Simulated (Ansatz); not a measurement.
Rutile RuO2

Calculation: r²SCAN in Ansatz (plane waves, PAW).

Settings: plane-wave cutoff 560 eV, 12×12×18 k mesh (along the axes of the cell as run), Fermi–Dirac smearing 0.05 eV, no spin polarisation, scalar-relativistic PAW data made under PBE.

Cell (relaxed at this level):

```xyz
6
Lattice="4.4800 0.0000 0.0000 0.0000 4.4800 0.0000 0.0000 0.0000 3.1066" Properties=species:S:1:pos:R:3 pbc="T T T"
Ru     0.0000     0.0000     0.0000
Ru     2.2400     2.2400     1.5533
O      1.3678     1.3678     0.0000
O      3.6078     0.8722     1.5533
O      0.8722     3.6078     1.5533
O      3.1122     3.1122     0.0000
```

For rutile RuO2, the bulk modulus is 280 GPa and the band gap is none. The pressure derivative B′ of the bulk modulus is 4.6.

Measured, for comparison: bulk modulus 270 GPa (room temperature, no zero-point or thermal correction; as tabulated in LI and ZENG (2008), arXiv:0807.3251). Computed (rounded) less measured: bulk modulus +4 %. A static lattice is as a rule a little smaller and stiffer than an uncorrected measurement, which narrows the difference in the bulk modulus and would widen misses of the other sign.

Note: the bulk modulus comes from volumes at which shape and atoms were relaxed.

Spin–orbit coupling is not included.

The computed numbers hold no vibrational or temperature effects.

Ansatz is an electronic-structure program.
